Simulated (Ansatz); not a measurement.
Take InN in the wurtzite structure (space group P6_3mc, No. 186; a = 3.5475 Å, c = 5.7226 Å) as the base. Axes: x lies along a and z along c of the hexagonal cell.

Structures relaxed with Ansatz (an electronic-structure program) r2SCAN, without spin-orbit coupling.

Base:

Simulated powder pattern, Mo Kα, λ = 0.71073 Å (kinematic, ideal powder, no thermal factors, no anomalous dispersion; the 14 strongest lines at most, above 2 %, up to 2θ = 40°):

```json
[
 {"2θ (°)": "13.28", "I/Imax (%)": "34", "hkl": "(100)"},
 {"2θ (°)": "14.27", "I/Imax (%)": "31", "hkl": "(002)"},
 {"2θ (°)": "15.09", "I/Imax (%)": "100", "hkl": "(101)"},
 {"2θ (°)": "19.54", "I/Imax (%)": "20", "hkl": "(102)"},
 {"2θ (°)": "23.11", "I/Imax (%)": "30", "hkl": "(110)"},
 {"2θ (°)": "25.33", "I/Imax (%)": "32", "hkl": "(103)"},
 {"2θ (°)": "27.27", "I/Imax (%)": "30", "hkl": "(112)"},
 {"2θ (°)": "27.72", "I/Imax (%)": "19", "hkl": "(201)"},
 {"2θ (°)": "30.45", "I/Imax (%)": "5.3", "hkl": "(202)"},
 {"2θ (°)": "34.56", "I/Imax (%)": "11", "hkl": "(203)"},
 {"2θ (°)": "36.39", "I/Imax (%)": "15", "hkl": "(211)"},
 {"2θ (°)": "37.22", "I/Imax (%)": "9.1", "hkl": "(114)"},
 {"2θ (°)": "38.57", "I/Imax (%)": "4.8", "hkl": "(212)"},
 {"2θ (°)": "38.70", "I/Imax (%)": "7.9", "hkl": "(105)"}
]
```

After one change:

Simulated powder pattern, Mo Kα, λ = 0.71073 Å (kinematic, ideal powder, no thermal factors, no anomalous dispersion; the 14 strongest lines at most, above 2 %, up to 2θ = 40°):

```json
[
 {"2θ (°)": "13.35", "I/Imax (%)": "34"},
 {"2θ (°)": "14.21", "I/Imax (%)": "32"},
 {"2θ (°)": "15.13", "I/Imax (%)": "100"},
 {"2θ (°)": "19.55", "I/Imax (%)": "20"},
 {"2θ (°)": "23.23", "I/Imax (%)": "29"},
 {"2θ (°)": "25.30", "I/Imax (%)": "32"},
 {"2θ (°)": "27.34", "I/Imax (%)": "30"},
 {"2θ (°)": "27.84", "I/Imax (%)": "18"},
 {"2θ (°)": "30.54", "I/Imax (%)": "5.3"},
 {"2θ (°)": "34.61", "I/Imax (%)": "12"},
 {"2θ (°)": "36.56", "I/Imax (%)": "15"},
 {"2θ (°)": "37.20", "I/Imax (%)": "9.2"},
 {"2θ (°)": "38.59", "I/Imax (%)": "8.0"},
 {"2θ (°)": "38.72", "I/Imax (%)": "4.8"}
]
```

### Question
Name the change that was made.
A. biaxial strain −0.48 %, plane normal [001], relaxed out of plane
B. uniaxial stress, 8 GPa compression along z
C. isotropic strain −2.63 %
D. uniaxial strain ε_zz = +0.76 %

### Answer
A, biaxial strain −0.48 %, plane normal [001], relaxed out of plane. Its volume per atom is 15.50 Å³ against 15.59 Å³, and its space group is P6_3mc (No. 186).

Beyond what the load breaks, stability against distortions was not tested. The final runs are not spin-polarised.
